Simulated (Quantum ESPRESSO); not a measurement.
A run of Quantum ESPRESSO 7.5 is set up as follows.

File run.py:

```python
import numpy as np
from ase.calculators.espresso import Espresso, EspressoProfile
from ase.io import read

atoms = read('C.xyz')

input_data = {
    'control': {'calculation': 'scf', 'prefix': 'pwscf', 'outdir': './tmp', 'tprnfor': True, 'tstress': True, 'disk_io': 'low'},
    'system': {'ecutwfc': 45.0, 'ecutrho': 360.0, 'nbnd': 14, 'input_dft': 'rpbe', 'occupations': 'smearing', 'smearing': 'mv', 'degauss': 0.01469973},
    'electrons': {'conv_thr': 8e-10, 'electron_maxstep': 120, 'mixing_beta': 0.5},
}
pseudopotentials = {'C': 'c_lda_v1.2.uspp.F.UPF'}
profile = EspressoProfile(command='pw.x', pseudo_dir='pseudo')
dft = Espresso(profile=profile, input_data=input_data, pseudopotentials=pseudopotentials, kpts=(8, 8, 3), koffset=(0, 0, 0))
atoms.calc = dft

from ase.optimize import LBFGS
done = LBFGS(atoms, trajectory='opt.traj').run(fmax=0.02, steps=30)
print('converged', done)
print(f'energy {atoms.get_potential_energy():.8f} eV')
print('forces (eV/A)')
print(np.round(atoms.get_forces(), 6))
print('stress (eV/A^3, Voigt)')
print(np.round(atoms.get_stress(), 8))
print(f'Fermi level {dft.get_fermi_level():.4f} eV')
```

C.xyz

```xyz
4
Lattice="2.4560000000 0.0000000000 0.0000000000 -1.2280000000 -2.1270000000 0.0000000000 0.0000000000 0.0000000000 -6.6960000000" Properties=species:S:1:pos:R:3 pbc="T T T"
C      1.3158611405     -1.3959551197     -6.5318314226
C      0.0878611405     -1.3959551197     -3.1838314226
C     -0.2635834092     -0.7751062596     -0.4925057321
C      1.3158611405     -0.6869834797     -3.1838314226
```

Potentials or basis: GBRV 1.5 LDA.

The run is started by

```bash
$ OMP_NUM_THREADS=1 python run.py
```

Q: Estimate the energy gained by relaxing.

A: 1276.8 meV/atom.

Q: Estimate the band gap on the k mesh.

A: 1.11 eV, direct.

Stress tensor (GPa, compression positive):
```
-5.08  0.00  0.00
 0.00 -5.05  0.00
 0.00  0.00  5.92
```

Caveat: the potentials were made for another functional, which shifts forces and pressure; this smearing can shift energies of a crystal with a gap; an odd mesh through Γ misses points on the zone boundary, where band edges often lie.
